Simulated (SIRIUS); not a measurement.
## AlN: equation of state with PBEsol

AlN:

```
CELL_PARAMETERS angstrom
0.00000 2.18399 2.18399
2.18399 0.00000 2.18399
2.18399 2.18399 0.00000
ATOMIC_POSITIONS crystal
Al 0.00000 0.00000 0.00000
N 0.25000 0.25000 0.25000
```

Measurements of this composition are mostly on another form, of space group No. 186.

| Property | Result |
| --- | --- |
| Program | SIRIUS 7.12.0 |
| Task | equation of state |
| Functional | PBEsol |
| Potentials or basis | all-electron FP-LAPW |
| Cutoff | 335 eV |
| Basis | apw+lo standard |
| k mesh | 10 × 10 × 10 |
| Occupations | fermi-dirac, width 0.05 eV |
| Spin | no spin polarisation |

```
Equilibrium volume                      : 10.48 Å³/atom
Bulk modulus                            : 201 GPa
Pressure derivative of the bulk modulus : 3.9
```

Energy against volume, from the lowest point:
| volume (Å³/atom) | energy (meV/atom) |
| --- | --- |
| 9.792 | 31.16 |
| 10.001 | 14.46 |
| 10.209 | 4.24 |
| 10.417 | 0.00 |
| 10.626 | 1.00 |
| 10.834 | 6.90 |
| 11.042 | 17.22 |

All runs of the series together: 6.3 min on 1 thread of Arm Neoverse V2, on a shared host.
